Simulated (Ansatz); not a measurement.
**BN: a line through an energy map**

The task here is to estimate one member of a computed series from the others.

Method: DFT PBE+D3(BJ), scalar-relativistic, plane waves, PAW, in Ansatz 0.2.0.

17 further runs of the same task are left out: 17 set aside as unsound or not needed.

### The structure to begin with

Symmetry: Fmm2, No. 42, orthorhombic system. The conventional cell has a = 2.507 Å, b = 6.676 Å, c = 4.337 Å, α = 90.00°, β = 90.00°, γ = 90.00°. B (site symmetry mm2) is surrounded by 3 N at 1.45 Å. N (site symmetry mm2) is surrounded by 3 B at 1.45 Å.

Coordinates:

```xyz
2
Lattice="0.0000 3.3379 2.1684 1.2536 0.0000 2.1684 1.2536 3.3379 0.0000" Properties=species:S:1:pos:R:3 pbc="T T T"
B     1.2536    3.3379    0.0004
N     1.2536    3.3379    2.8909
```

It goes back to an entry of the Materials Project, which need not be the stable form.

This cell was relaxed beforehand with the same method: volume 9.07 Å³/atom, gap on the mesh 3.66 eV.

### What is varied

The energy is mapped over two homogeneous strains (x along [1 0 0], y along [0 1 0], z along [0 0 1] of the conventional cell).

First coordinate, strain +e along x and -e along y: 7 values from −11.0 %. Second coordinate, strain +e along z and -e/2 along x and y: 7 values from −15 to 15 %.

Relaxed at each point: the atoms inside the fixed cell. Energies count from the relaxed crystal. Points are written as (first, second).

Set-up of the first run:

input.yaml

```yaml
crystal:
  lattice:
    - [0.0, 3.7885042708, 2.0599698839]
    - [1.147021594, 0.0, 2.0599698839]
    - [1.147021594, 3.7885042708, 0.0]
  atoms:
    - { symbol: B, position: [0.0001022582, 0.0001022582, 0.9998977418] }
    - { symbol: "N", position: [0.6665977318, 0.6665977318, 0.3334022682] }
basis:
  ecutwfc: 520.0
kpoints:
  mp_grid: { grid: [12, 12, 12] }
hamiltonian:
  xc: pbe
  pseudopotentials: { kind: paw, azcp: { folder: soft_1 } }
  dispersion: d3bj
scf:
  occupations: { method: gaussian, width: 0.05 }
output:
  forces: true
  stress: true
  eigenvalues: true
  write_density: true
  write_potential: true
  elf: true
  volumetric_format: npy
relax:
  adjacent_minimum: "off"
  f_tol: 0.01
  max_steps: 30
```

Launch:

```console
$ ansatz run input.yaml --threads 1 --pin off --max-ram 2048MiB --backend cpu --events-out ev --progress --plain --runs-dir out
```

Among the steps run: Point (−11.0 %, −5 %); Point (−7.3 %, −5 %); Point (−3.7 %, −5 %); The run at (3.7 %, −5 %); The run at (7.3 %, −5 %); Point (11.0 %, −5 %).

One table of the session follows, with a row left open; its other results are not shown here.

```
strain +e along x and -e along y (%)  energy (meV/atom)  slope (meV/atom per %)  pressure (GPa)  band gap on the k-mesh (eV)
                               −11.0                364                     −65              61                         4.24
                                −7.3                176                     −38              41                         4.33
                                −3.7                  ?                       ?               ?                            ?
                                 0.0                 66                       5              10                         4.21
                                 3.7                114                      21              −2                         3.87
                                 7.3                213                      33             −13                         3.52
                                11.0                353                      42             −21                         3.07
```

**Question.** Estimate the row for strain +e along x and -e along y (%) = −3.7.

Worked estimate for «energy (meV/atom)». A straight line through the neighbours (−7.3, 176) and (0.0, 66) gives 176 + (66 − 176) × (−3.7 − −7.3) / (0.0 − −7.3) = 122; a parabola fitted to 4 rows on both sides gives 83.

**Answer.** energy (meV/atom): 82; slope (meV/atom per %): −14; pressure (GPa): 24; band gap on the k-mesh (eV): 4.37. In «energy (meV/atom)» the line misses by +40 and the parabola by +1.

Energies count from the relaxed crystal. Rows without a step come from runs not printed here or follow by symmetry.

The gap on the mesh closes on part of the grid.

To keep in mind: Warnings in the runs' records: stress scf threshold loose.
